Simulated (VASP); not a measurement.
Runs of VASP 6.6.1 on MnF2. It takes space group R-3m (No. 166, trigonal). The conventional cell has a = 3.174 Å, b = 3.174 Å, c = 14.393 Å, α = 90.00°, β = 90.00°, γ = 120.00°. Mn (site symmetry -3m) has 6 F at 2.17 Å as nearest neighbours. Around F (site symmetry 3m) lie 3 Mn at 2.17 Å. The cell was built by a generator and needn't be a form met in nature.

```tsv
spin	U	fixed moment (μB)	gap on the mesh (eV)	pressure (GPa)	moment (μB)	largest force (eV/Å)
collinear, random start	Mn d U = 7 eV	-	3.63	-7.1	5.00	1.33
collinear, zero start	Mn d U = 7 eV	-	none	-20.4	0.00	1.84
collinear, ferromagnetic start	Mn d U = 7 eV	0	-	(b)	0.00	(c)
off	Mn d U = 7 eV	-	none	-20.4	-	1.84
collinear, ferromagnetic start	Mn d U = 4 eV	-	(a)	-7.8	5.00	1.35
```

Alike in all rows: task single point; level LDA+U; potentials or basis VASP PAW LDA potentials, release 64 (Mn_pv, F); cell as given; k mesh 7 × 7 × 7; cutoff (eV) 520; smearing gaussian 0.05 eV.

Problem. Estimate the missing entries.

Solution. (a) 2.93; (b) -13.7; (c) 1.70.

Caveats: forces of over 1 eV/Å show positions far from the minimum, so gaps and moduli don't describe the material at rest (some runs); an odd mesh through Γ misses points on the zone boundary, where band edges often lie (some runs); a cell with one magnetic atom can't hold antiferromagnetic order, which such compounds often take (some runs); the moment is held away from its start (some runs); the total moment is fixed, so each spin has its own Fermi level (some runs); an odd number of electrons without spin polarisation forces a metal (some runs); a magnetic or distorted state may lie lower (some runs).

A gap of «none» marks a metal or a gap under the smearing width.
